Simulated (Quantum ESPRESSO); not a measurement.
Crystal: BN.

```xyz
2
Lattice="1.2511 0.7223 3.3729 -1.2511 0.7223 3.3729 0.0000 -1.4447 3.3729" Properties=species:S:1:pos:R:3 pbc="T T T"
N     0.0000    0.0000    6.7517
B     0.0000    0.0000    0.0033
```

The cell is a database's computed one.

Base run:

```yaml
Program: Quantum ESPRESSO 7.5
Functional: BLYP
Potentials_or_basis: GBRV 1.5 PBE
Cutoff: 612 eV
Density_cutoff: 4898 eV
k_mesh: 8 × 8 × 8, shifted
Occupations: fermi-dirac, width 0.05 eV
Spin: no spin polarisation
```

Its results: pressure 7.1 GPa; electronic dielectric tensor (diagonal) 4.66, 4.66, 2.56.

Q: The run is repeated on the same cell with these changes: functional from BLYP to WC. What comes out?

A: Pressure 0.8 GPa; electronic dielectric tensor (diagonal) 4.80, 4.80, 2.64.

WC binds more tightly than BLYP, so the same cell stands under less pressure.

Caveats: the potentials were made for another functional, which shifts forces and pressure; the cell is more than 3 GPa from zero pressure, which shifts response properties (some runs).
